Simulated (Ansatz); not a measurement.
# GaSb (I-4m2) in Ansatz: settings compared

Aim: see how the results for GaSb move with the level of theory and the settings. Levels: r2SCAN0, r2SCANh, r2SCAN50, HF. Tasks: single point, relaxation of cell and atoms.

All numbers are computed with Ansatz 0.2.0; they aren't measurements. Logs are shortened: lines on timing, memory, paths and dates and some standing lists are left out, and cuts for length are marked.

**1. The crystal as given**

Symmetry: I-4m2, No. 119, tetragonal system. Conventional cell: a = 5.507 Å, b = 5.507 Å, c = 3.181 Å, α = 90.00°, β = 90.00°, γ = 90.00°. Around Sb (site symmetry -4m2) lie 4 Ga at 2.87 Å and 2 Sb at 3.18 Å. Ga (site symmetry -4m2) is surrounded by 4 Sb at 2.87 Å and 2 Ga at 3.18 Å.

Measurements of this composition are mostly on another form, of space group No. 216.

**2. Single point, r2SCAN0**

File input:

```
crystal:
  lattice:
    - [-2.753434, 2.753434, 1.590707]
    - [2.753434, -2.753434, 1.590707]
    - [2.753434, 2.753434, -1.590707]
  atoms:
    - { symbol: Sb, position: [0.0, 0.0, 0.0] }
    - { symbol: Ga, position: [0.75, 0.25, 0.5] }
hamiltonian:
  xc: r2scan0
  pseudopotentials: { kind: paw }
kpoints:
  mp_grid: { grid: [5, 5, 5] }
scf:
  occupations: { method: fermi_dirac, width: 0.05 }
output:
  forces: true
  stress: true
  eigenvalues: true
```

Potentials or basis: Ansatz PAW.

Standard output:

```text
Warning: output.stress: scf.convergence.dr2_threshold = 1e-7 eV (the SCF's general default) is looser than the 2e-10 eV advised for a printed stress (1e-10 eV for each atom of the cell: 2). What an SCF threshold leaves in a stress goes as its square root, and in the free energy as the threshold itself, and one threshold admits the most on a small cell: of the crystals measured, under no hybrid functional and no lock of the moments, on runs that ended without the residual-converged pass, on stresses that held no estimate of that error, the worst erred by over 100 MPa in a component at 1e-7 eV an atom and by under 5 at 1e-10. Set scf.convergence.dr2_threshold to 2e-10 eV or tighter. The threshold is an SCF's pass mark: one that does not reach it within its budget of iterations ends unconverged, or closes short of it on a stop that the run arms, and scf.convergence.dr2_threshold's page says what that costs each kind of run
Warning: output.stress: scf.exx.energy_threshold = 1e-6 eV is looser than the 2e-8 eV advised for a stress under a hybrid functional (1e-8 eV for each atom of the cell: 2). Every SCF of the exchange loop can meet its threshold on dr2 while the loop round them stops early: no threshold on dr2 bounds what that leaves in the stress. Set scf.exx.energy_threshold to 2e-8 eV or tighter. The threshold is the loop's pass mark: a loop that does not reach it within its budget of cycles ends unconverged, and scf.exx.energy_threshold's page has the law
GPUs: using 1 of 1 available (devices: 1).
Engine: ansatz 0.2.0, x86_64-unknown-linux-gnu
Pseudopotentials: kind: paw
Pseudopotential: Sb, paw, valence charge 15, recommended cutoff 500 eV (meta_gga), Sb.paw.azcp
Pseudopotential: Ga, paw, valence charge 13, recommended cutoff 500 eV (meta_gga), Ga.paw.azcp
Functional definition: r2SCAN0
  parameter a = 0.25
  parameter k0 = 0.174
  parameter k1 = 0.065
  parameter a1 = 4.9479
  exchange = (1 - a)*r2scan_x(k0 = k0, k1 = k1, a1 = a1) + a*exact_x
  correlation = r2scan_c
device memory: the entry about to start is reckoned to put 0.8 GiB on a device that reports 57.4 GiB free (of which the cap on the GPU budget leaves the run 18.0 GiB)
GPU FFT provider: cuFFT
GPU libraries: cuBLAS 13.8.2, cuFFT 12.4.0, cuSOLVER 12.3.4
Crystal: 2 atoms, lattice volume = 48.239 Å³
Basis set: ecut = 500 eV, 1253 PW (Γ), exchange–correlation on 128×128×128 points (64 copies of the dense FFT grid, shifted against one another)
Bands: 18, of which v1, the nominal top of the filled ones, is band 14 counted from 1 (13 counted from 0)
Symmetry: 8 space group operations
Space group: I-4m2 (ITA 119), of the structure as read, at distance tolerance 3.6e-5 Å
k-points: 18 of 125 (time reversal used)
Non-local potential: Sb, projectors of the file, l = 0: 2, l = 1: 2, l = 2: 2, l = 3: 2
Non-local potential: Ga, projectors of the file, l = 0: 2, l = 1: 2, l = 2: 3, l = 3: 1
PAW form: soft (Blöchl's): semilocal exchange-correlation on the pseudo side does not see the compensation charge
PAW frozen core: Sb, regenerated for the run's functional, and the local potential with it (the file was generated under x = pbe(κ = 0.804, μ = 0.2195149727645171), c = pbe(β = 0.06672455060314922))
PAW frozen core: Ga, regenerated for the run's functional, and the local potential with it (the file was generated under x = pbe(κ = 0.804, μ = 0.2195149727645171), c = pbe(β = 0.06672455060314922))
PAW one-centre angular grid: Sb, 590 points (default); XC on 160 Gauss nodes
PAW one-centre angular grid: Ga, 590 points (default); XC on 160 Gauss nodes
[... 54 lines left out ...]
SCF iter   3: F=—  HF=-10287.803267 eV  |F-HF|=—  |Δ(HF+E_count)|=   2.70e-4  Δρ=2.38e-5  dr2=6.05e-7  dr2_τ=4.56e-9  ethr=2.31e-10  ⟨swp⟩=4.6  Hψ=1295  notcnv=0
SCF iter   4: F=—  HF=-10287.803267 eV  |F-HF|=—  |Δ(HF+E_count)|=   1.99e-7  Δρ=6.15e-6  dr2=8.03e-8  dr2_τ=3.33e-10  ethr=2.31e-10  ⟨swp⟩=3.8  Hψ=795  notcnv=0
SCF iter   5: F=—  HF=-10287.803267 eV  |F-HF|=—  |Δ(HF+E_count)|=   4.22e-9  Δρ=1.29e-6  dr2=6.69e-8  dr2_τ=1.49e-11  ethr=4.82e-11  ⟨swp⟩=3.0  Hψ=755  notcnv=0
SCF iter   6: F=—  HF=-10287.803268 eV  |F-HF|=—  |Δ(HF+E_count)|=   5.39e-7  Δρ=4.26e-6  dr2=1.86e-8  dr2_τ=1.07e-10  ethr=1.54e-12  ⟨swp⟩=5.0  Hψ=1325  notcnv=0
SCF iter   7: F=-10287.803268 eV  HF=-10287.803268 eV  |F-HF|=8.73e-11  |Δ(HF+E_count)|=   6.49e-9  Δρ=3.63e-7  dr2=7.78e-10  dr2_τ=4.67e-13  ethr=1.54e-12  ⟨swp⟩=4.3  Hψ=957  notcnv=0
SCF 3 converged in 7 iterations: F = -10287.803268 eV  dr2 = 7.78e-10
  Residual-converged pass: ⟨swp⟩=2.2  Hψ=395  notcnv=0  max |occ|·‖R‖ = 2.2e-6 eV (tolerance 2.4e-6 eV)  dr2=7.78e-10  dr2_τ=4.79e-13  dr2_onsite=1.21e-11  max |Δocc| = 2.4e-15
hybrid outer 2: dexx = +1.357e-6 eV, tail = 1.88e-8 eV, Δε = 3.92e-3 eV (about 2.04e-4 eV left of the loop's levels)
hybrid SCF converged: 2 outer / 18 inner (+8 warm-up), last move |dexx| = 1.36e-6 eV, tail = 1.88e-8 eV
Stability not checked: this state was not tested for a lower state beside it, because the functional holds exact exchange (a hybrid, or Hartree-Fock), whose exchange loop this test does not read (fock_operator; see scf.lower_state_search)
Free energy (F): -10287.803267 eV
Frozen-core exchange: fock
Harris-Foulkes:  -10287.803267 eV  (|F-HF|=8.73e-11)
Internal energy: -10287.798131 eV  (E = F + TS)
E sigma→0 (E₀):  -10287.800699 eV
Entropy (-TS):   -0.005137 eV (-2.568 meV/atom)
Fermi energy:    10.154335 eV
--- Per-component energies (eV) ---
  E_band       = -284.124225
  E_kinetic    = 319.309776
  E_local      = -3368.978416  (includes V_loc(G=0)·N_el)
  E_nonlocal   = 787.999247
  E_hartree    = 1564.796291
  E_xc         = -147.093423
  E_vxc        = -124.253136  (∫ρ·V_xc dr)
  E_exx        = -99.763356  (= α·E_x^exact, valence–valence)
  E_paw        = -6545.977667  (= ΣΔE_a)
  E_vpaw       = -835.230013  (= ΣTr[D̂ρ^β])
  E_aug_tail   = -0.000044  (compensation charges beyond the density's cutoff)
  E_vtau       = 6.963050  (kinetic-family band-sum trace: ∫τ·v_τ [+ j·A + Jᵃ·Aᵃ] dr)
  E_ewald      = -2798.107537
  E_core_change = 0.016997  (= ΣΔE_core)
  E_smearing   = -0.005137  (= −TS)
  E_closure    = 0.000000  (closes the sum)
  Σ components = -10287.803267   (vs F -10287.803267, Δ=0.00e0)
--- Forces (eV/Å), atoms counted from 1 ---
  atom   1  Sb     0.00000000     0.00000000     0.00000000
  atom   2  Ga     0.00000000     0.00000000     0.00000000
  max |Σ_I F_I| component: 5.90e-17 eV/Å
--- Stress (GPa, compression-positive) ---
       -2.115120       0.000000       0.000000
        0.000000      -2.115120       0.000000
        0.000000       0.000000      -2.168100
  P = ⅓ Tr σ = -2.1328 GPa (-21.328 kbar)
--- Band table (eV; the first three rows and the last of 18) ---
  k-point 0: bands = ["-22.7998", "-22.6751", "-22.6751", "-22.6483", "-22.6360", "-8.8863", "-8.7981", "-8.7797", "-8.7745", "-8.7745", "-4.4085", "6.3725", "7.1185", "7.1185", "14.1374", "16.0331", "18.3491", "18.3491"]
  k-point 1: bands = ["-22.7998", "-22.6754", "-22.6737", "-22.6492", "-22.6335", "-8.8837", "-8.8056", "-8.7769", "-8.7742", "-8.7711", "-4.0087", "3.2921", "7.6120", "9.5584", "15.0926", "15.9965", "16.4932", "16.8589"]
  k-point 2: bands = ["-22.7999", "-22.6759", "-22.6716", "-22.6507", "-22.6295", "-8.8801", "-8.8167", "-8.7757", "-8.7708", "-8.7665", "-2.9920", "0.5805", "8.8748", "11.8551", "12.6638", "14.0727", "15.6063", "17.9084"]
  k-point 17: bands = ["-22.8001", "-22.6721", "-22.6721", "-22.6547", "-22.6235", "-8.8810", "-8.8583", "-8.7693", "-8.7689", "-8.7569", "-1.7530", "1.8766", "3.7762", "5.4135", "14.2445", "16.0208", "20.1364", "21.3568"]
```

Run time: 16 s. Hardware: 1 × NVIDIA H100 80GB HBM3 with 2 threads of AMD EPYC 7R13 (Zen 3), shared host; peak memory 2.4 GiB.

What came out:

- Free energy: -10287.8033 eV
- Pressure: -2.1 GPa
- Band gap on the k mesh: none (metal or under the smearing width)

Levels at points of the mesh, in eV from the Fermi level:
```tsv
k point	band 12	band 13	band 14	band 15	band 16	band 17
(0.00, 0.00, 0.00)	-3.78	-3.04	-3.04	3.98	5.88	8.19
```

Caveat: the k mesh is coarse (spacing up to 0.46 Å⁻¹), so the values aren't converged, least of all with exact exchange; the PAW data sets come from PBE, with cores solved anew for the run's functional, which leaves a small shift of forces and pressure; the thresholds are loose for stress. Spin-orbit coupling is left out, which matters for the levels of Sb.

**3. Single point, r2SCANh**

input, as its differences from that of step 2:

```diff
@@ -9,3 +9,3 @@
 hamiltonian:
-  xc: r2scan0
+  xc: r2scanh
   pseudopotentials: { kind: paw }
@@ -19 +19,5 @@
   eigenvalues: true
+  write_density: true
+  write_potential: true
+  elf: true
+  volumetric_format: npy
```

Potentials or basis: Ansatz PAW.

Wall time 16 s (1 × NVIDIA H100 80GB HBM3 with 2 threads of AMD EPYC 7R13 (Zen 3), shared host); peak memory 2.3 GiB.

It converged, with:

- Free energy: -10288.5897 eV
- Pressure: -1.7 GPa
- Band gap on the k mesh: none (metal or under the smearing width)

Stress tensor (GPa, compression positive):
```
-2.04  0.00  0.00
 0.00 -2.04  0.00
 0.00  0.00 -1.07
```

Levels at points of the mesh, in eV from the Fermi level:
```csv
k point,band 12,band 13,band 14,band 15,band 16,band 17
"(0.00, 0.00, 0.00)",-3.39,-2.58,-2.58,3.75,5.33,7.62
```

Caveat: the k mesh is coarse (spacing up to 0.46 Å⁻¹), so the values aren't converged, least of all with exact exchange; the PAW data sets come from PBE, with cores solved anew for the run's functional, which leaves a small shift of forces and pressure; the thresholds are loose for stress. Spin-orbit coupling is left out, which matters for the levels of Sb.

**4. Single point, r2SCAN50**

input, as its differences from that of step 3:

```diff
@@ -9,3 +9,3 @@
 hamiltonian:
-  xc: r2scanh
+  xc: r2scan50
   pseudopotentials: { kind: paw }
@@ -19,5 +19 @@
   eigenvalues: true
-  write_density: true
-  write_potential: true
-  elf: true
-  volumetric_format: npy
```

Potentials or basis: Ansatz PAW.

Standard output:

```text
Warning: output.stress: scf.convergence.dr2_threshold = 1e-7 eV (the SCF's general default) is looser than the 2e-10 eV advised for a printed stress (1e-10 eV for each atom of the cell: 2). What an SCF threshold leaves in a stress goes as its square root, and in the free energy as the threshold itself, and one threshold admits the most on a small cell: of the crystals measured, under no hybrid functional and no lock of the moments, on runs that ended without the residual-converged pass, on stresses that held no estimate of that error, the worst erred by over 100 MPa in a component at 1e-7 eV an atom and by under 5 at 1e-10. Set scf.convergence.dr2_threshold to 2e-10 eV or tighter. The threshold is an SCF's pass mark: one that does not reach it within its budget of iterations ends unconverged, or closes short of it on a stop that the run arms, and scf.convergence.dr2_threshold's page says what that costs each kind of run
Warning: output.stress: scf.exx.energy_threshold = 1e-6 eV is looser than the 2e-8 eV advised for a stress under a hybrid functional (1e-8 eV for each atom of the cell: 2). Every SCF of the exchange loop can meet its threshold on dr2 while the loop round them stops early: no threshold on dr2 bounds what that leaves in the stress. Set scf.exx.energy_threshold to 2e-8 eV or tighter. The threshold is the loop's pass mark: a loop that does not reach it within its budget of cycles ends unconverged, and scf.exx.energy_threshold's page has the law
GPUs: using 1 of 1 available (devices: 1).
[... 4 set-up lines as earlier in the session ...]
Functional definition: r2SCAN50
  parameter a = 0.5
[... 5 set-up lines as earlier in the session ...]
device memory: the entry about to start is reckoned to put 0.8 GiB on a device that reports 57.1 GiB free (of which the cap on the GPU budget leaves the run 18.0 GiB)
GPU FFT provider: cuFFT
GPU libraries: cuBLAS 13.8.2, cuFFT 12.4.0, cuSOLVER 12.3.4
Crystal: 2 atoms, lattice volume = 48.239 Å³
Basis set: ecut = 500 eV, 1253 PW (Γ), exchange–correlation on 128×128×128 points (64 copies of the dense FFT grid, shifted against one another)
Bands: 18, of which v1, the nominal top of the filled ones, is band 14 counted from 1 (13 counted from 0)
[... 2 set-up lines as earlier in the session ...]
k-points: 18 of 125 (time reversal used)
[... 6 set-up lines as earlier in the session ...]
[... 104 lines left out ...]
hybrid SCF converged: 5 outer / 29 inner (+8 warm-up), last move |dexx| = 1.80e-8 eV, tail = 1.05e-8 eV
Stability not checked: this state was not tested for a lower state beside it, because the functional holds exact exchange (a hybrid, or Hartree-Fock), whose exchange loop this test does not read (fock_operator; see scf.lower_state_search)
Free energy (F): -10286.580604 eV
Frozen-core exchange: fock
Harris-Foulkes:  -10286.580604 eV  (|F-HF|=2.92e-9)
Internal energy: -10286.576160 eV  (E = F + TS)
E sigma→0 (E₀):  -10286.578382 eV
Entropy (-TS):   -0.004445 eV (-2.222 meV/atom)
Fermi energy:    10.165609 eV
--- Per-component energies (eV) ---
  E_band       = -353.003204
  E_kinetic    = 318.583973
  E_local      = -3369.912758  (includes V_loc(G=0)·N_el)
  E_nonlocal   = 788.093542
  E_hartree    = 1567.929267
  E_xc         = -105.300266
  E_vxc        = -87.391016  (∫ρ·V_xc dr)
  E_exx        = -199.868927  (= α·E_x^exact, valence–valence)
  E_paw        = -6488.126745  (= ΣΔE_a)
  E_vpaw       = -742.379063  (= ΣTr[D̂ρ^β])
  E_aug_tail   = -0.000044  (compensation charges beyond the density's cutoff)
  E_vtau       = 3.882156  (kinetic-family band-sum trace: ∫τ·v_τ [+ j·A + Jᵃ·Aᵃ] dr)
  E_ewald      = -2798.107537
  E_core_change = 0.133336  (= ΣΔE_core)
  E_smearing   = -0.004445  (= −TS)
  E_closure    = 0.000001  (closes the sum)
  Σ components = -10286.580604   (vs F -10286.580604, Δ=0.00e0)
--- Forces (eV/Å), atoms counted from 1 ---
  atom   1  Sb     0.00000000     0.00000000    -0.00000000
  atom   2  Ga    -0.00000000     0.00000000    -0.00000000
  max |Σ_I F_I| component: 5.03e-17 eV/Å
--- Stress (GPa, compression-positive) ---
       -3.310347       0.000000       0.000000
        0.000000      -3.310347       0.000000
        0.000000       0.000000      -3.167117
  P = ⅓ Tr σ = -3.2626 GPa (-32.626 kbar)
--- Band table (eV; the first three rows and the last of 18) ---
  k-point 0: bands = ["-25.5657", "-25.4322", "-25.4322", "-25.4087", "-25.3892", "-12.2386", "-12.1574", "-12.1327", "-12.1327", "-12.1300", "-6.1784", "5.8009", "6.3988", "6.3988", "14.5597", "16.9842", "19.3483", "19.3483"]
  k-point 1: bands = ["-25.5657", "-25.4326", "-25.4305", "-25.4096", "-25.3866", "-12.2367", "-12.1640", "-12.1331", "-12.1296", "-12.1268", "-5.7421", "2.2292", "6.9533", "9.3437", "15.8971", "16.6125", "17.3887", "17.6947"]
  k-point 2: bands = ["-25.5659", "-25.4333", "-25.4280", "-25.4112", "-25.3827", "-12.2341", "-12.1738", "-12.1333", "-12.1254", "-12.1223", "-4.6259", "-0.7815", "8.3468", "12.2623", "13.1062", "14.7003", "16.4499", "18.8732"]
  k-point 17: bands = ["-25.5663", "-25.4289", "-25.4289", "-25.4150", "-25.3771", "-12.2349", "-12.2050", "-12.1281", "-12.1276", "-12.1106", "-3.2776", "0.6641", "2.6706", "4.5467", "14.8909", "16.7557", "21.1960", "22.4694"]
```

Wall time 17 s (1 × NVIDIA H100 80GB HBM3 with 2 threads of AMD EPYC 7R13 (Zen 3), shared host); peak memory 2.4 GiB.

Results:

* Free energy: -10286.5806 eV
* Pressure: -3.3 GPa
* Band gap on the k mesh: none (metal or under the smearing width)

Caveat: the k mesh is coarse (spacing up to 0.46 Å⁻¹), so the values aren't converged, least of all with exact exchange; the PAW data sets come from PBE, with cores solved anew for the run's functional, which leaves a small shift of forces and pressure; the thresholds are loose for stress. Spin-orbit coupling is left out, which matters for the levels of Sb.

**5. Single point, HF**

input, as its differences from that of step 4:

```diff
@@ -9,3 +9,3 @@
 hamiltonian:
-  xc: r2scan50
+  xc: hf
   pseudopotentials: { kind: paw }
```

Run time: 19 s. Hardware: 1 × NVIDIA H100 80GB HBM3 with 2 threads of AMD EPYC 7R13 (Zen 3), shared host; peak memory 2.2 GiB.

Results (log left out):

```yaml
Free_energy: -10167.0518 eV
Pressure: 3.4 GPa
Band_gap_on_the_k_mesh: none (metal or under the smearing width)
```

Stress tensor (GPa, compression positive):
```
2.92 0.00 0.00
0.00 2.92 0.00
0.00 0.00 4.48
```

Levels at points of the mesh, in eV from the Fermi level:
```csv
k point,band 12,band 13,band 14,band 15,band 16,band 17
"(0.00, 0.00, 0.00)",-5.51,-5.51,-5.28,5.65,8.76,11.33
```

Caveat: the k mesh is coarse (spacing up to 0.46 Å⁻¹), so the values aren't converged, least of all with exact exchange; the PAW data sets come from PBE, with cores solved anew for the run's functional, which leaves a small shift of forces and pressure; the thresholds are loose for stress.

**6. Relaxation of cell and atoms, HF**

input, as its differences from that of step 5:

```diff
@@ -19 +19,9 @@
   eigenvalues: true
+  write_density: true
+  write_potential: true
+  elf: true
+  volumetric_format: npy
+relax:
+  f_tol: 0.01
+  max_steps: 40
+  cell: { stress_tol: 0.05 }
```

Potentials or basis: Ansatz PAW.

It took 1.8 min on 1 × NVIDIA H100 80GB HBM3 with 2 threads of AMD EPYC 7R13 (Zen 3), shared host; peak memory 2.3 GiB.

It converged, with:

```yaml
Free_energy: -10167.0884 eV
Relaxed_volume: 25.75 Å³/atom
Relaxed_cell: a = 4.273 Å, b = 4.273 Å, c = 4.273 Å, α = 98.69°, β = 98.69°, γ = 134.24°
Space_group_after_relaxing_to_0.05_Å: I-4m2 (No. 119)
Energy_gained_by_relaxing: 18.3 meV/atom
Ionic_steps: 5
Pressure_after_relaxing: 0.0 GPa
Band_gap_on_the_k_mesh: none (metal or under the smearing width)
```

The path:
```
step  energy change (eV)  largest force (eV/Å)  volume (Å³)
   1              0.0000                0.0000        48.24
   2             -0.0249                0.0000        52.92
   3             -0.0329                0.0000        51.68
   4             -0.0333                0.0000        51.50
   5             -0.0366                0.0000        51.50
```

Final structure:
```
Sb Ga
1.0
    -2.78390    2.78390    1.66131
     2.78390   -2.78390    1.66131
     2.78390    2.78390   -1.66131
Sb Ga
1 1
Direct
  0.00000 0.00000 0.00000
  0.75000 0.25000 0.50000
```

Levels at points of the mesh, in eV from the Fermi level:
| k point | band 11 | band 12 | band 13 | band 14 | band 15 | band 16 | band 17 | band 18 |
| --- | --- | --- | --- | --- | --- | --- | --- | --- |
| (0.00, 0.00, 0.00) | -19.40 | -5.13 | -5.13 | -5.12 | 5.90 | 7.70 | 10.81 | 10.99 |

Caveat: the k mesh is coarse (spacing up to 0.46 Å⁻¹), so the values aren't converged, least of all with exact exchange; the plane-wave basis is chosen anew once the cell has moved, so the energies of steps on either side of that aren't comparable; the PAW data sets come from PBE, with cores solved anew for the run's functional, which leaves a small shift of forces and pressure. The run has no spin-orbit coupling, so splittings on Sb are missing.

**7. Overview**

| task | level | cell | cutoff (eV) | gap on the mesh (eV) | pressure (GPa) |
| --- | --- | --- | --- | --- | --- |
| single point | r2SCAN0 | as given | 500 | none | -2.1 |
| single point | r2SCANh | as given | 500 | none | -1.7 |
| single point | r2SCAN50 | as given | 500 | none | -3.3 |
| single point | HF | as given | 420 | none | 3.4 |
| relaxation of cell and atoms | HF | relaxed | 420 | none | 0.0 |

Alike in all rows: potentials or basis Ansatz PAW; no spin polarisation; k mesh 5 × 5 × 5; smearing fermi-dirac 0.05 eV; the mesh is coarse, so values aren't converged.

Caveats: all runs use coarse meshes; the PAW data sets come from PBE, with cores solved anew for the run's functional, which leaves a small shift of forces and pressure; the thresholds are loose for stress (some runs); the plane-wave basis is chosen anew once the cell has moved, so the energies of steps on either side of that aren't comparable (some runs).

Total energies depend on the potentials used, so only differences within one code and one set of settings carry meaning.
